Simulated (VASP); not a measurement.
Set up this calculation in VASP 6.6.1, as the native input.

```
Task                   : single point
Functional             : PBE
Potentials or basis    : VASP PAW PBE potentials, release 64 (S_h, Sn_d)
Cutoff                 : 900 eV
k mesh                 : 6 × 6 × 1
Occupations            : fermi-dirac, width 0.05 eV
Spin                   : no spin polarisation
Dipole correction      : yes
Further INCAR settings : ALGO = Fast; EDIFF = 1e-06
```

The structure of SnS2 lies in POSCAR:

```
SnS2
1.0
    3.6758468805      0.0000000000      0.0000000000
   -1.8379234403      3.1833767789      0.0000000000
    0.0000000000      0.0000000000     30.2610129015
S Sn
6 3
Direct
    0.0000000000      0.0000000000      0.2478436536
    0.3333333300      0.6666666600      0.3444056653
    0.0000000000      0.0000000000      0.4517189942
    0.6666666700      0.3333333400      0.5482810058
    0.0000000000      0.0000000000      0.6555943347
    0.3333333300      0.6666666600      0.7521563464
    0.6666666700      0.3333333400      0.2961304108
    0.3333333300      0.6666666600      0.5000057513
    0.6666666700      0.3333333400      0.7038810919
```

The input as run:

INCAR

```
PREC = Accurate
ENCUT = 900
EDIFF = 1E-6
ISMEAR = -1
SIGMA = 0.05
LREAL = False
LASPH = True
NELM = 60
ALGO = Fast
ISIF = 2
LWAVE = False
LCHARG = False
LDIPOL = True
IDIPOL = 3
DIPOL = 0.5 0.5 0.500
GGA = PE
```

KPOINTS

```
Automatic mesh
0
Gamma
  6 6 1
```

Potentials or basis: VASP PAW PBE potentials, release 64 (S_h, Sn_d).

Run with:

```console
$ cat potpaw_PBE.64/S_h/POTCAR potpaw_PBE.64/Sn_d/POTCAR > POTCAR
$ mpirun -np 1 vasp_std > vasp.out
```

It gave:

```json
{
 "Largest force": "0.279 eV/Å",
 "Band gap on the k mesh": "1.51 eV, indirect (least direct gap 1.72 eV)"
}
```

Caveat: spin-orbit coupling is left out, which moves the levels of the heavy elements.

It took 11 min on 1 thread of AMD EPYC 7R43 64-Core Processor (Zen 3) (shared host), peak memory 0.82 GiB.
